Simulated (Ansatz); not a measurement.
Sn: course of a relaxation

Theory: DFT PBE, scalar-relativistic, plane waves, PAW (Ansatz). (420 eV cutoff, 14×14×8 k-mesh, Gaussian smearing of 0.10 eV, no spin polarisation)

What was changed in Ba: Ba → Sn on all its sites, cell and atoms relaxed.

Input:

```yaml
crystal:
  lattice:
    - [2.6202086137, -1.8438659037, 0.0]
    - [2.6202086137, 1.8438659037, 0.0]
    - [0.0, 0.0, 5.2455636991]
  atoms:
    - { symbol: Sn, position: [0.749824002, 0.250175998, 0.25] }
    - { symbol: Sn, position: [0.250175998, 0.749824002, 0.75] }
basis:
  ecutwfc: 420
kpoints:
  mp_grid: { grid: [14, 14, 8] }
hamiltonian:
  xc: pbe
scf:
  occupations: { method: gaussian, width: 0.1 }
output:
  forces: true
  stress: true
  eigenvalues: true
relax:
  adjacent_minimum: "off"
  f_tol: 0.01
  max_steps: 60
  cell: { stress_tol: 0.1 }
```

F is the free energy. Steps run on the plane waves of an earlier cell, but the last one, and at times one on the way, on a freshly chosen basis, so a repeated geometry can differ a little in energy.

Steps:

```
step F − F(1) (eV) largest force component (eV/Å) V (Å³/atom) P (GPa)
   1         0.0000                           0.001       25.343     5.14
   2        -0.0611                           0.000       28.460    -1.26
   3        -0.0677                           0.000       27.789    -0.21
   4        -0.0679                           0.000       27.654     0.01
   5        -0.0689                           0.000       27.654     0.01
```

Relaxed structure:

```yaml
crystal:
  lattice:
    - [2.68737, -1.89621, 0.00000]
    - [2.68737, 1.89621, 0.00000]
    - [0.00000, 0.00000, 5.42684]
  atoms:
    - { symbol: Sn, position: [0.74991, 0.25009, 0.25000] }
    - { symbol: Sn, position: [0.25009, 0.74991, 0.75000] }
```

The structure is orthorhombic, space group Fmmm (No. 69). Conventional cell: a = 3.792 Å, b = 5.375 Å, c = 5.427 Å, α = 90.00°, β = 90.00°, γ = 90.00°. Around Sn (site symmetry mmm) lie 8 Sn at 3.29 to 3.31 Å.

The run converged. The run took about 70 core-seconds.